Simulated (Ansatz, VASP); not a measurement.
# Ti in VASP and in Ansatz

```
CELL_PARAMETERS angstrom
2.95000 0.00000 0.00000
-1.47500 2.55477 0.00000
0.00000 0.00000 4.68000
ATOMIC_POSITIONS crystal
Ti 0.66667 0.33333 0.75000
Ti 0.33333 0.66667 0.25000
```

Alike in both runs: functional RPBE; k mesh 6 × 6 × 3; occupations fermi-dirac, width 0.05 eV; no spin polarisation.

|  | VASP | Ansatz |
| --- | --- | --- |
| version | VASP 6.6.1 | Ansatz 0.2.0 |
| potentials or method | VASP PAW PBE potentials, release 64 (Ti_sv) | Ansatz PAW |
| plane-wave cutoff (eV) | 520 | 420 |
| valence electrons in the cell | 24 | 24 |
| task | single point | band structure |

Ansatz gave:

```
gap on the k mesh at the Fermi level (eV) : none
pressure (GPa)                            : 2.1
```

Which values does VASP return?

gap on the k mesh at the Fermi level (eV): none; pressure (GPa): 1.8.

A gap of «none» marks a metal or a gap that the smearing closes. The functional is the same, so the differences come from potentials, cutoffs and numerics.

Caveats: the k mesh is coarse (spacing up to 0.45 Å⁻¹), so the values aren't converged; the PAW data sets were made with another functional, which shifts forces and pressure a little (VASP); the PAW data sets come from PBE, with cores solved anew for the run's functional, which leaves a small shift of forces and pressure (Ansatz).
